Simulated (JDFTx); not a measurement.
Set up this calculation in JDFTx 1.7.0 (patched build), as the native input.

```
Task                                    : single point
Functional                              : PBEsol
Potentials or basis                     : PseudoDojo-SR-PBEsol-0.4.1-standard with smoothed tails
Cutoff                                  : 762 eV
Density cutoff                          : 6095 eV
k mesh                                  : 8 × 8 × 7
Occupations                             : fermi-dirac, width 0.05 eV
Spin                                    : no spin polarisation
Local potential set to -Z/r beyond      : 6 bohr
Bands                                   : 16
Density cutoff over wavefunction cutoff : 8
Max SCF steps                           : 100
SCF threshold on the energy             : 1e-09 Ha
Solver of the electrons                 : scf
Further solve for the empty bands       : yes
```

The system is PbS.

```xyz
2
Lattice="4.0897 0.0000 0.0000 -2.0448 3.5418 0.0000 0.0000 0.0000 3.7882" Properties=species:S:1:pos:R:3 pbc="T T T"
Pb    0.0000    0.0000    0.0000
S     2.0448    1.1806    1.8941
```

Measurements of this composition are mostly on another form, of space group No. 225.

These files were run (other wordings do the same):

PbS.in

```
lattice \
    7.7284085604    -3.8642042801     0.0000000000 \
    0.0000000000     6.6929981441     0.0000000000 \
    0.0000000000     0.0000000000     7.1585981443
coords-type Lattice
ion Pb     0.0000000000     0.0000000000     0.0000000000 1
ion S      0.6666666667     0.3333333333     0.5000000000 1

ion-species pseudo/Pb.upf
ion-species pseudo/S.upf
elec-cutoff 28 224
elec-ex-corr gga-PBEsol
kpoint-folding 8 8 7
elec-smearing Fermi 0.0018374661
elec-n-bands 16
electronic-SCF nIterations 100 energyDiffThreshold 1e-09
electronic-minimize nIterations 30 energyDiffThreshold 1e-7
converge-empty-states yes
forces-output-coords Cartesian

dump-name run.$VAR
dump End Ecomponents EigStats BandEigs Kpoints Forces Stress
```

Potentials or basis: PseudoDojo-SR-PBEsol-0.4.1-standard with smoothed tails.

The run is started by

```sh
$ jdftx -c 1 -i PbS.in -o PbS.out
```

Results of the run:

```
Pressure               : -2.7 GPa
Band gap on the k mesh : 0.13 eV, indirect (least direct gap 1.59 eV)
Loewdin charges        : Pb +0.47; S -0.42 e
```

Caveat: the empty levels aren't tightly converged; spin-orbit coupling is left out, which as a rule narrows the gap of such compounds by several tenths of an eV; an odd mesh through Γ misses points on the zone boundary, where band edges often lie.

Wall time 47 s on 1 thread of Intel(R) Xeon(R) 6975P-C (Granite Rapids), with other jobs on the host, peak memory 0.14 GiB.
